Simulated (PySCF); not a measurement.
**Telling isomers of C4H6 apart by NMR**

Theory: PBE0-D3(BJ)/def2-SVP geometry, shielding tensors at PBE0/pcSseg-1 (GIAO), couplings computed with B3LYP/pcJ-1 (spin–dipole term left out of most H,H and C,H couplings), in PySCF 2.14.0 with density-fitted response routines (relativity neglected, a single conformation, in vacuum, fast rotation and ring inversion assumed for equivalent nuclei).

Scale: ¹H (31.27 ppm), ¹³C (184.41 ppm) against TMS (reference shieldings calculated alike). Multiplet labels drop J under 1 Hz and among equivalent protons, and merge close values. Unscaled 3J(H,H) run several per cent high. Shifts are as computed. Against solution values, carbons near 30 ppm lie about +2 ppm off and those near 130 ppm about +5 ppm. Of 1211 compounds with measured shifts, 218 miss one by over three times the rms of a fit or turn the order of signals round; such compounds aren't used in these exercises.

(1) Tabulate the signals of `CC#CC`, `C1[C@H]2C[C@@H]12`, `C=C=CC`, `CC1=CC1` and their relative energies.

(2) What is the quickest way to tell C=C=CC from CC1=CC1?

(3) What is the quickest way to tell CC#CC from CC1=CC1?

(4) What is the quickest way to tell C1[C@H]2C[C@@H]12 from C=C=CC?

Results:

(1) 
```json
{"SMILES": "CC#CC", "carbon types": "2×C 2×CH3", "δC": "79.8, 4.7", "δH": "1.79 (s, 6H)", "E rel. (kcal/mol)": "0.0"}
{"SMILES": "C1[C@H]2C[C@@H]12", "carbon types": "2×CH 2×CH2", "δC": "30.4, -2.4", "δH": "1.41 (t, 2H), 1.24 (t, 2H), 0.40 (s, 2H)", "E rel. (kcal/mol)": "11.8"}
{"SMILES": "C=C=CC", "carbon types": "1×C 1×CH 1×CH2 1×CH3", "δC": "224.0, 91.2, 78.8, 16.8", "δH": "5.23 (sext, 1H), 4.89 (dq, 2H), 1.71 (dt, 3H)", "E rel. (kcal/mol)": "2.6"}
{"SMILES": "CC1=CC1", "carbon types": "1×C 1×CH 1×CH2 1×CH3", "δC": "125.1, 107.7, 14.6, 9.8", "δH": "6.65 (sext, 1H), 2.20 (d, 3H), 1.04 (d, 2H)", "E rel. (kcal/mol)": "18.3"}
```

Energies are electronic energies at PBE0/pcSseg-1 on these geometries, without zero-point or thermal terms, each for the one conformer computed, which needn't be the lowest.

(2) Both give the same number of carbon signals, with the same numbers of each carbon type, so the positions decide. The first has a central carbon of an allene (C) at 224.0 ppm, the second a fully substituted alkene carbon (C) at 125.1 ppm. In the proton spectra the most deshielded non-exchanging signals are 5.23 (sext, J = 8.5 Hz, 1H) and 6.65 (sext, J = 2.0 Hz, 1H).

(3) Count the carbon signals: 2 against 4. The first has an alkyne carbon (C) at 79.8 ppm, the second an alkene CH at 107.7 ppm. Their most deshielded carbons lie at 79.8 and 125.1 ppm. In the proton spectra the most deshielded non-exchanging signals are 1.79 (s, 6H) and 6.65 (sext, J = 2.0 Hz, 1H).

(4) Count the carbon signals: 2 against 4. The first has a three-membered-ring carbon (CH) at -2.4 ppm, the second a central carbon of an allene (C) at 224.0 ppm. Their most deshielded carbons lie at 30.4 and 224.0 ppm. In the proton spectra the most deshielded non-exchanging signals are 1.41 (t, J = 2.9 Hz, 2H) and 5.23 (sext, J = 8.5 Hz, 1H).
